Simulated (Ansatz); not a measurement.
**Relaxing Cu**

These are results of DFT PBEsol, scalar-relativistic, plane waves, PAW in Ansatz 0.2.0, not measurements. (420 eV cutoff, 20×20×14 k-mesh, Gaussian smearing of 0.10 eV, no spin polarisation)

What was changed: uniaxial strain along a, with b, c and atoms relaxed: -2.0 %.

Command:

```bash
ansatz run input.yaml --threads 1 --pin off --max-ram 2560MiB --backend cpu --events-out ev --progress --plain --runs-dir out
```

Input:

```yaml
crystal:
  lattice:
    - [1.7460720655, 1.7460720655, 0.0]
    - [-1.7906147202, 1.7906147202, 0.0]
    - [0.0, 0.0, 3.5812294404]
  atoms:
    - { symbol: Cu, position: [0.0, 0.0, 0.0] }
    - { symbol: Cu, position: [0.5, 0.5, 0.5] }
basis:
  ecutwfc: 420
kpoints:
  mp_grid: { grid: [20, 20, 14] }
hamiltonian:
  xc: pbesol
scf:
  occupations: { method: gaussian, width: 0.1 }
output:
  forces: true
  stress: true
  eigenvalues: true
relax:
  adjacent_minimum: "off"
  f_tol: 0.008
  max_steps: 40
  cell: { stress_tol: 0.015, fix: [a, angles] }
```

F is the free energy. Steps run on the plane waves of an earlier cell, but the last one, and at times one on the way, on a freshly chosen basis, so a repeated geometry can differ a little in energy. The held parts of the cell keep their stress, so P needn't end at zero.

Steps:

```csv
step,F − F(1) (eV),largest force component (eV/Å),V (Å³/atom),P (GPa)
1,0.0000,0.000,11.197,1.90
2,-0.0003,0.000,11.207,1.73
3,-0.0007,0.000,11.209,1.69
4,-0.0007,0.000,11.231,1.34
5,-0.0007,0.000,11.227,1.41
6,-0.0008,0.000,11.227,1.41
```

Relaxed structure:

```yaml
crystal:
  lattice:
    - [1.74607, 1.74607, 0.00000]
    - [-1.78024, 1.78024, 0.00000]
    - [0.00000, 0.00000, 3.61169]
  atoms:
    - { symbol: Cu, position: [0.00000, 0.00000, 0.00000] }
    - { symbol: Cu, position: [0.50000, 0.50000, 0.50000] }
```

Symmetry: Immm, No. 71, orthorhombic system. The conventional cell has a = 2.469 Å, b = 2.518 Å, c = 3.612 Å, α = 90.00°, β = 90.00°, γ = 90.00°. Around Cu (site symmetry mmm) lie 12 Cu at 2.47 to 2.52 Å.

The run converged. Time: 73 s on 1 thread of Intel(R) Xeon(R) 6975P-C (Granite Rapids), with other jobs on the host, peak memory 0.73 GiB.